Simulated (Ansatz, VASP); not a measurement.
## BAs: VASP beside Ansatz

```
CELL_PARAMETERS angstrom
0.00000 2.38850 2.38850
2.38850 0.00000 2.38850
2.38850 2.38850 0.00000
ATOMIC_POSITIONS crystal
As 0.75000 0.75000 0.75000
B 0.00000 0.00000 0.00000
```

Alike in both runs: task relaxation of cell and atoms; functional RPBE; k mesh 10 × 10 × 10; occupations fermi-dirac, width 0.05 eV; no spin polarisation.

|  | VASP | Ansatz |
| --- | --- | --- |
| version | VASP 6.6.1 | Ansatz 0.2.0 |
| potentials or method | VASP PAW PBE potentials, release 64 (As, B), cutoff 600 eV | all-electron LAPW, scalar-relativistic |

VASP gave:

| Property | Result |
| --- | --- |
| relaxed volume (Å³/atom) | 14.23 |
| relaxed cell length with the largest relative difference (Å) | 3.427 |
| energy change over the relaxation (meV/atom) | -11 |

Task: Estimate Ansatz's values.

Result: Relaxed volume (Å³/atom): 14.18; relaxed cell length with the largest relative difference (Å): 3.423; energy change over the relaxation (meV/atom): -9.

Ansatz ran all-electron here, so the differences hold the error of VASP's frozen core and of both bases.

Caveats: the PAW data sets were made with another functional, which shifts forces and pressure a little (VASP). Zero-point motion and thermal expansion aren't in these numbers. A k mesh can miss the band edges.
